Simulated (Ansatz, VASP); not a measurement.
## PbS in VASP and in Ansatz

Contents of INCAR:

```
ALGO = Normal
EDIFF = 1E-7
ENCUT = 520
GGA = PE
ISIF = 2
ISMEAR = 0
LASPH = T
LCHARG = T
LELF = T
LREAL = F
LVHAR = T
LWAVE = F
NBANDS = 17
NELM = 100
PREC = Accurate
SIGMA = 0.05
```

The input KPOINTS:

```
k-points
0
Gamma
  10 10 10
```

Contents of POSCAR:

```
PbS
1.0
    0.0000000000      3.0587829500      3.1032579500
    3.1032579500      0.0000000000      3.1032579500
    3.1032579500      3.0587829500      0.0000000000
Pb S
1 1
Direct
   -0.0252951096      0.0252951096     -0.0252951096
    0.5252951096      0.4747048904      0.5252951096
```

Input for Ansatz:

```yaml
crystal:
  lattice:
    - [0.0, 3.05878295, 3.10325795]
    - [3.10325795, 0.0, 3.10325795]
    - [3.10325795, 3.05878295, 0.0]
  atoms:
    - { symbol: Pb, position: [-0.0252951096, 0.0252951096, -0.0252951096] }
    - { symbol: S, position: [0.5252951096, 0.4747048904, 0.5252951096] }
basis:
  ecutwfc: 420
kpoints:
  mp_grid: { grid: [10, 10, 10] }
hamiltonian:
  xc: pbe
scf:
  occupations: { method: gaussian, width: 0.05 }
output:
  forces: true
  stress: true
  eigenvalues: true
```

Alike in both runs: task single point; functional PBE; k mesh 10 × 10 × 10; occupations gaussian, width 0.05 eV; no spin polarisation.

|  | VASP | Ansatz |
| --- | --- | --- |
| version | VASP 6.6.1 | Ansatz 0.2.0 |
| potentials or method | VASP PAW PBE potentials, release 64 (Pb_d, S) | scalar-relativistic, plane waves, PAW |
| plane-wave cutoff (eV) | 520 | 420 |
| valence electrons in the cell | 20 | 20 |

|  | VASP | Ansatz | Ansatz less VASP |
| --- | --- | --- | --- |
| gap on the k mesh at the Fermi level (eV) | 1.12 | 1.12 | -0.003 |
| least direct gap on the mesh (eV) | 1.12 | 1.12 | -0.003 |
| pressure (GPa) | -2.4 | -2.4 | +0.06 |
| largest component of the traceless stress (GPa) | 2.28 | 2.27 | -0.007 |
| rms of the force components (eV/Å) | 0.100 | 0.099 | -0.0011 |

Atom by atom the forces differ by 0.001 eV/Å (rms over components). The functional is the same, so the differences come from potentials, cutoffs and numerics.

Caveats: spin-orbit coupling is left out, which as a rule narrows the gap of such compounds by several tenths of an eV. A k mesh can miss the band edges.
